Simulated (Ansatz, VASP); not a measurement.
**Two plane-wave programs on Mg2ZnO3**

The input INCAR:

```
ALGO     = Normal         # electronic algorithm
EDIFF    = 1E-6           # SCF threshold, eV
ENCUT    = 520            # plane-wave cutoff, eV
ISIF     = 2              # what is computed and relaxed
ISMEAR   = 0              # smearing method
LASPH    = True           # aspherical terms in the spheres
LCHARG   = False          # write CHGCAR
LREAL    = False          # projectors in reciprocal space
LWAVE    = False          # write WAVECAR
NBANDS   = 26             # bands
NELM     = 100            # most SCF steps
PREC     = Accurate       # precision mode
SIGMA    = 0.05           # smearing width, eV
```

KPOINTS

```
k-points
0
Gamma
  9 9 4
```

Contents of POSCAR:

```
Mg2ZnO3
1.0
    3.0329985910      0.0000000000      0.0000000000
   -1.5164992955      2.6266538294      0.0000000000
    0.0000000000      0.0000000000      7.4033160000
Mg Zn O
2 1 3
Direct
    0.3333333300      0.6666666700      0.6658000000
    0.6666666700      0.3333333300      0.3342000000
    0.0000000000      0.0000000000      0.0000000000
    0.3333333300      0.6666666700      0.1726190000
    0.6666666700      0.3333333300      0.8273810000
    0.0000000000      0.0000000000      0.5000000000
```

Input for Ansatz:

```yaml
crystal:
  lattice:
    - [3.032998591, 0.0, 0.0]
    - [-1.5164992955, 2.6266538294, 0.0]
    - [0.0, 0.0, 7.403316]
  atoms:
    - { symbol: Mg, position: [0.33333333, 0.66666667, 0.6658] }
    - { symbol: Mg, position: [0.66666667, 0.33333333, 0.3342] }
    - { symbol: Zn, position: [0.0, 0.0, 0.0] }
    - { symbol: O, position: [0.33333333, 0.66666667, 0.172619] }
    - { symbol: O, position: [0.66666667, 0.33333333, 0.827381] }
    - { symbol: O, position: [0.0, 0.0, 0.5] }
basis:
  ecutwfc: 420
  fft_grid_basis: typed
kpoints:
  mp_grid: { grid: [9, 9, 4] }
hamiltonian:
  xc: lda
scf:
  occupations: { method: gaussian, width: 0.05 }
output:
  forces: true
  stress: true
  eigenvalues: true
  bader: true
  write_density: true
  volumetric_format: npy
  elf: true
```

The cell comes from a database or a generator and needn't be the stable form of this composition.

Alike in both runs: task single point; functional LDA; k mesh 9 × 9 × 4; occupations gaussian, width 0.05 eV; no spin polarisation.

|  | VASP | Ansatz |
| --- | --- | --- |
| version | VASP 6.6.1 | Ansatz 0.2.0 |
| potentials or method | VASP PAW LDA potentials, release 64 (Mg, Zn, O) | scalar-relativistic, plane waves, PAW |
| plane-wave cutoff (eV) | 520 | 420 |
| valence electrons in the cell | 34 | 50 |

```tsv
	VASP	Ansatz	Ansatz less VASP
gap on the k mesh at the Fermi level (eV)	2.83	2.83	0.000
pressure (GPa)	-12.9	-11.9	+0.97
largest component of the traceless stress (GPa)	0.12	0.11	-0.012
rms of the force components (eV/Å)	0.048	0.074	+0.0261
```

Atom by atom the forces differ by 0.027 eV/Å (rms over components). The two sets of potentials don't hold the same shells in valence.

Caveats: an odd mesh through Γ misses points on the zone boundary, where band edges often lie. LDA gaps usually lie below the measured ones, often by a third to a half.
